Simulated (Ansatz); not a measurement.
# Rb: the cost of one run

Program: Ansatz 0.2.0. Level of theory: DFT PBE, scalar-relativistic, plane waves, PAW. These are calculated values, not measurements.

4 further runs of the same task are left out: 2 that didn't finish, 2 set aside as unsound or not needed.

## 1. The starting structure

The structure is hexagonal, space group P6_3/mmc (No. 194). Conventional cell: a = 5.057 Å, b = 5.057 Å, c = 8.241 Å, α = 90.00°, β = 90.00°, γ = 120.00°.

As a file:

```cif
data_structure
_symmetry_space_group_name_H-M 'P 1'
_symmetry_Int_Tables_number 1
_cell_length_a 5.0572
_cell_length_b 5.0572
_cell_length_c 8.2414
_cell_angle_alpha 90.000
_cell_angle_beta 90.000
_cell_angle_gamma 120.000
_cell_volume 182.54
loop_
_atom_site_label
_atom_site_type_symbol
_atom_site_fract_x
_atom_site_fract_y
_atom_site_fract_z
_atom_site_occupancy
Rb1 Rb 0.00000 0.00000 0.00000 1
Rb2 Rb 0.33333 0.66667 0.50000 1
```

This is a trial structure built by rule; it need not be a known or stable form of this composition.

It is the result of an earlier relaxation at this level (volume 91.27 Å³/atom; gap on the mesh: none (metal)).

## 2. Next: the stacking ABCBC (kkhhk)

Close-packed layers are stacked in the order given (one atom a layer) and fully relaxed; h and k in a name mark layers with hexagonal and cubic surroundings. Energies count from the base stacking, -3267.3509 eV an atom.

The cell holds 5 Rb: a = 5.057 Å, b = 5.057 Å, c = 20.604 Å, α = 90.00°, β = 90.00°, γ = 120.00°.

## 3. Relaxing it

input.yaml

```yaml
crystal:
  lattice:
    - [5.0572382096, 0.0, 0.0]
    - [-2.5286191048, 4.3796967625, 0.0]
    - [0.0, 0.0, 20.6035105641]
  atoms:
    - { symbol: Rb, position: [0.0, 0.0, 0.0] }
    - { symbol: Rb, position: [0.3333333333, 0.6666666667, 0.2] }
    - { symbol: Rb, position: [0.6666666667, 0.3333333333, 0.4] }
    - { symbol: Rb, position: [0.3333333333, 0.6666666667, 0.6] }
    - { symbol: Rb, position: [0.6666666667, 0.3333333333, 0.8] }
basis:
  ecutwfc: 420
kpoints:
  mp_grid: { grid: [12, 12, 3] }
hamiltonian:
  xc: pbe
scf:
  occupations: { method: gaussian, width: 0.1 }
output:
  forces: true
  stress: true
  eigenvalues: true
  populations: true
relax:
  adjacent_minimum: "off"
  f_tol: 0.01
  max_steps: 45
  cell: { stress_tol: 0.05 }
```

The run is started by

```sh
$ ansatz run input.yaml --threads 1 --pin off --max-ram 2560MiB --backend cpu --events-out ev --progress --plain --runs-dir out
```

What time and memory should one allow on 1 thread of Arm Neoverse V2, shared host?

About 59 s, with a peak of 0.81 GiB.
